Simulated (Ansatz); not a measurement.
# TaN: the cost of one run

Program: Ansatz 0.2.0. Level of theory: DFT PBE, scalar-relativistic, plane waves, PAW. These are calculated values, not measurements.

2 further runs of the same task are left out: 2 set aside as unsound or not needed.

## (1) The structure to begin with

It takes space group Fm-3m (No. 225, cubic). Conventional cell: a = 4.417 Å, b = 4.417 Å, c = 4.417 Å, α = 90.00°, β = 90.00°, γ = 90.00°. Ta (site symmetry m-3m) has 6 N at 2.21 Å as nearest neighbours. N (site symmetry m-3m) is surrounded by 6 Ta at 2.21 Å.

As a file:

```
Ta N
1.0
     0.00000    2.20863    2.20863
     2.20863    0.00000    2.20863
     2.20863    2.20863    0.00000
Ta N
1 1
Direct
  0.50000 0.50000 0.50000
  0.00000 0.00000 0.00000
```

It is the result of an earlier relaxation at this level (volume 10.77 Å³/atom; gap on the mesh: none (metal)).

## (2) Bands, states and charges

The input, input.yaml:

```yaml
crystal:
  lattice:
    - [0.0, 2.179, 2.179]
    - [2.179, 0.0, 2.179]
    - [2.179, 2.179, 0.0]
  atoms:
    - { symbol: Ta, position: [0.5, 0.5, 0.5], spin: 1.0 }
    - { symbol: "N", position: [0.0, 0.0, 0.0] }
basis:
  ecutwfc: 420
kpoints:
  mp_grid: { grid: [8, 8, 8] }
hamiltonian:
  xc: pbe
scf:
  occupations: { method: gaussian, width: 0.1 }
  lower_state_search: "off"
output:
  forces: true
  stress: true
  eigenvalues: true
  populations: true
magnetization:
  spin_polarized: true
```

Run with:

```console
$ ansatz run input.yaml --threads 1 --pin off --max-ram 2560MiB --backend cpu --events-out ev --progress --plain --runs-dir out
```

**Question.** How long does this run take on 1 thread of Arm Neoverse V1, shared host, and how much memory does it need?

About 2.9 s, with a peak of 0.25 GiB.
